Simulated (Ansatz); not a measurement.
## SiO₂ under pressure: fit and missing row

SiO₂, P6_422, a = 5.039 Å, c = 5.525 Å. This isn't the usual stable structure of the compound. Ansatz: LDA, PAW, 420 eV, Γ-centred 6×6×4 mesh on 9 atoms, Gaussian smearing 0.02 eV; no spin polarisation. Cell and atoms are relaxed at each pressure, and no other structure is tried, so the rows at high pressure may lie past a change of phase.

```tsv
V (Å³/atom)	P (GPa)
?	24.99
12.447	12.00
13.124	4.00
13.399	1.02
13.497	0.00
13.589	-0.99
```

Question: Take V0 = 13.497 Å³/atom, fit the third-order Birch–Murnaghan form to the other rows, and predict the missing volume.

Answer: With the Eulerian strain f = ½[(V0/V)^(2/3) − 1] and y = P/[3f(1 + 2f)^(5/2)], the form is the line y = B0 + 1.5 B0 (B0′ − 4) f. Rows (f, y): 0.02774, 126.0; 0.00943, 134.9; 0.00244, 137.7; -0.00226, 147.7. Means f = 0.009338, y = 136.57; Σ(Δf)² = 0.0005207, ΣΔfΔy = -0.3315; the slope is their ratio. y = 142.5 − 636.7 f GPa, so B0 = 142.5 GPa and B0′ = 4 + 2 × (-636.7)/(3 × 142.5) = 1.02. P = 24.99 GPa is met at f = 0.06018 (y = 104.18), so V = V0 (1 + 2f)^(−3/2) = 11.382 Å³/atom. The run gave 11.332 Å³/atom, so the fit is 0.050 Å³/atom too high, 2.2 % of the span of the series, against an rms of 0.005 Å³/atom on the fitted rows. The row lies outside the fitted range. A fourth-order term fitted to the same rows gives P = 38.44 GPa at this row's volume (the line 25.60, the run 24.99), no gain. With a term in f² added B0′ becomes -1.94, so this figure hangs on the form. A B0′ outside 2 to 8 is unusual except in layered or molecular crystals, and here it hangs on few rows.